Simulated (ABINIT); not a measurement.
## AlCo in ABINIT: convergence with k mesh

Input of the first run (k mesh 1 × 1 × 1); the others differ in this setting and in those tied to it:

run.abi

```
# Pseudopotentials
pp_dirpath "./"
pseudos "Co_ONCV_PBE-1.2.upf, Al_ONCV_PBE-1.2.upf"

# Structure
acell 2.81940321 2.81940321 2.81940321 Angstrom
rprim
     1.0000000000     0.0000000000     0.0000000000
     0.0000000000     1.0000000000     0.0000000000
     0.0000000000     0.0000000000     1.0000000000
ntypat 2
znucl 27 13
natom 2
typat 1 2
xred
     0.5000000000     0.5000000000     0.5000000000
     0.0000000000     0.0000000000     0.0000000000

# Plane-wave basis
ecut 952.398519 eV

# k points
kptopt 1
ngkpt 1 1 1
nshiftk 1
shiftk 0.0 0.0 0.0

# Exchange and correlation
ixc 11

# Bands and occupations
nband 19
occopt 6
tsmear 0.1 eV

# Spin
nsppol 2
spinat
     0.0000000000     0.0000000000     2.0000000000
     0.0000000000     0.0000000000     0.0000000000

# SCF cycle
nstep 100
tolvrs 1.0e-10

# Output
iomode 3
prtwf 0
prtden 0
prteig 0
prtebands 0
enunit 1
prtvol 2
```

Potentials or basis: SG15 NC PBE v1.2.

Command:

```sh
$ abinit run.abi > log 2>&1
```

The cell is a database's computed one.

Hardware: 1 thread of Arm Neoverse V1, on a shared host.

```
   k mesh  energy less the tightest run (meV/atom)  pressure (GPa)  largest site moment (μB)  gap on the mesh (eV)  SCF cycles  CPU time (s)  peak memory (GiB)
1 × 1 × 1                                   332.17          -17.79                      0.00                 2.818          17           2.4               0.06
2 × 2 × 2                                    80.15           19.35                      1.33                 0.000          11           4.5               0.06
3 × 3 × 3                                   -90.78            4.03                      0.00                 1.410          14             8               0.06
4 × 4 × 4                                    42.96            9.76                      0.55                 0.000          12            15               0.06
5 × 5 × 5                                    -8.67            6.26                      0.00                 0.121          15            21               0.06
6 × 6 × 6                                     0.05            7.51                      0.31                 0.000          12            32               0.07
8 × 8 × 8                                     0.00            6.70                      0.00                 0.000          30           130               0.08
```

Against the tightest run, the energy stays within 1 meV/atom from 6 × 6 × 6 on; the gap on the mesh stays within 0.01 eV from 6 × 6 × 6 on. Not settled before the last step: the pressure (to 0.1 GPa), the largest site moment (to 0.02 μB). Meshes of other sizes hit other points, so gaps and Fermi surfaces needn't settle smoothly. The tightest run that finished is the yardstick and may itself not be fully converged.

Caveat, for the tightest run too: the starting moments collapsed, and a magnetic state may lie lower.
